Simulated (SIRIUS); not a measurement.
**BAs under changes of volume**

One of the cells (13.626 Å³/atom); the others are scaled copies at fixed shape and fractional positions:

```
As B
1.0
     0.00000    2.38850    2.38850
     2.38850    0.00000    2.38850
     2.38850    2.38850    0.00000
As B
1 1
Direct
  0.75000 0.75000 0.75000
  0.00000 0.00000 0.00000
```

```yaml
Program: SIRIUS 7.12.0
Functional: RPBE
Potentials_or_basis: all-electron FP-LAPW
Cutoff: 228 eV
Basis: apw+lo standard
k_mesh: 10 × 10 × 10
Occupations: fermi-dirac, width 0.05 eV
Spin: no spin polarisation
```

| volume (Å³/atom) | energy over the lowest point (meV/atom) | gap on the mesh (eV) |
| --- | --- | --- |
| 12.809 | 61.32 | 1.15 |
| 13.081 | 38.05 | 1.17 |
| 13.354 | 20.72 | 1.20 |
| 13.626 | 9.00 | 1.22 |
| 13.899 | 2.23 | 1.24 |
| 14.171 | 0.00 | 1.26 |
| 14.444 | ? | ? |

Task: What does the run at 14.444 Å³/atom give?

Result: Energy over the lowest point 1.87 meV/atom; gap on the mesh 1.28 eV.

Worked out: A Birch-Murnaghan fit of order 3 (a polynomial in V^(-2/3)) to the other rows has its minimum at 14.18 Å³/atom, just outside them, with B0 = V·E''(V) = 126 GPa and B' = 4.0. It gives 1.91 meV/atom at 14.444 Å³/atom, against the run's 1.87. A straight line through the other rows of the gap, of slope 1.1 eV per unit of ln V, extrapolates to 1.28 eV, against the run's 1.28.

Energies are extrapolated to zero smearing.

A mesh can miss the band edges. Spin-orbit coupling on As is left out.
